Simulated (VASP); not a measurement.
# Ge (distorted diamond): one r²SCAN single-point calculation in two programs

```cif
data_structure
_symmetry_space_group_name_H-M 'P 1'
_symmetry_Int_Tables_number 1
_cell_length_a 4.0268
_cell_length_b 4.0004
_cell_length_c 3.9838
_cell_angle_alpha 58.796
_cell_angle_beta 61.177
_cell_angle_gamma 59.219
_cell_volume 45.05
loop_
_atom_site_label
_atom_site_type_symbol
_atom_site_fract_x
_atom_site_fract_y
_atom_site_fract_z
_atom_site_occupancy
Ge1 Ge 0.98110 0.01000 0.02220 1
Ge2 Ge 0.26770 0.25260 0.24070 1
```

Each program uses its own PAW datasets. VASP's cell holds 28 valence electrons and Ansatz's 28. Ansatz's stress includes a Pulay correction; VASP's doesn't.

Cutoffs: 520 eV in VASP, 500 eV in Ansatz. k meshes: 6×6×6 and 6×6×6.

```csv
,VASP,Ansatz
gap between bands v and c on the k mesh,-0.25 eV (bands overlap: a metal),-0.27 eV (bands overlap: a metal)
least direct gap on the k mesh,0.38 eV,0.35 eV
pressure,1.4 GPa,1.3 GPa
largest force,1.51 eV/Å,1.50 eV/Å
```

Forces (eV/Å), VASP:

```json
{"atom": "Ge", "Fx": "-1.065", "Fy": "0.234", "Fz": "1.038"}
{"atom": "Ge", "Fx": "1.065", "Fy": "-0.234", "Fz": "-1.038"}
```

Ansatz:

| atom | Fx | Fy | Fz |
| --- | --- | --- | --- |
| Ge | -1.063 | 0.234 | 1.034 |
| Ge | 1.063 | -0.234 | -1.034 |
